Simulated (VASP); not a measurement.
## Rh: single point with PBE

Rh:

```
Rh
1.0
    -1.53509    1.53509    1.53509
     1.53509   -1.53509    1.53509
     1.53509    1.53509   -1.53509
Rh
1
Direct
  0.00000 0.00000 0.00000
```

This isn't the form of Rh at room conditions, which is fcc.

```json
{
 "Program": "VASP 6.6.1",
 "Task": "single point",
 "Functional": "PBE",
 "Potentials or basis": "VASP PAW PBE potentials, release 64 (Rh_pv)",
 "Cutoff": "520 eV",
 "k mesh": "19 × 19 × 19",
 "Occupations": "fermi-dirac, width 0.05 eV",
 "Spin": "no spin polarisation",
 "Dipole correction": "no",
 "Further INCAR settings": "ALGO = Normal; EDIFF = 1e-07; NBANDS = 14"
}
```

```
Pressure               : 0.1 GPa
Band gap on the k mesh : none (metal or under the smearing width)
```

Levels at points of the mesh, in eV from the Fermi level:
```csv
k point,band 3,band 4,band 5,band 6,band 7,band 8,band 9,band 10,band 11,band 12
"(0.00, 0.00, 0.00)",-45.96,-7.40,-2.73,-2.73,-2.73,-0.41,-0.41,18.45,18.45,18.45
```

Run time: 24 s on 1 thread of Intel(R) Xeon(R) Platinum 8259CL CPU @ 2.50GHz (Skylake/Cascade Lake), with other jobs on the host, peak memory 0.15 GiB.
